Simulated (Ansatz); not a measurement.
FePt (Tetraferroplatinum):

```xyz
2
Lattice="2.7235 0.0000 0.0000 0.0000 2.7235 0.0000 0.0000 0.0000 3.7200" Properties=species:S:1:pos:R:3 pbc="T T T"
Pt    1.3618    1.3618    1.8600
Fe    0.0000    0.0000    0.0000
```

Program: Ansatz 0.2.0. Alike in all runs: task projected density of states; potentials or basis Ansatz PAW; spin collinear, ferromagnetic start; cell as given; k mesh 6 × 6 × 4; smearing fermi-dirac 0.05 eV; the mesh is coarse, so values aren't converged.

Q: Order these runs on this cell by their pressure, lowest first.
A. level r2SCAN; cutoff (eV) 500
B. level RPBE; cutoff (eV) 420
C. level LDA; cutoff (eV) 420
D. level PBEsol; cutoff (eV) 420
E. level BLYP; cutoff (eV) 420

A: C (-12.9 GPa), D (-6.4 GPa), A (2.4 GPa), B (7.9 GPa), E (13.8 GPa).

Caveats: all runs use coarse meshes; the PAW data sets come from PBE, with cores solved anew for the run's functional, which leaves a small shift of forces and pressure; the density of states is complete only up to the lowest level of the last band computed; the magnetic or orbital state may not be the lowest (some runs).

Runs at the PBE level aren't shown here.
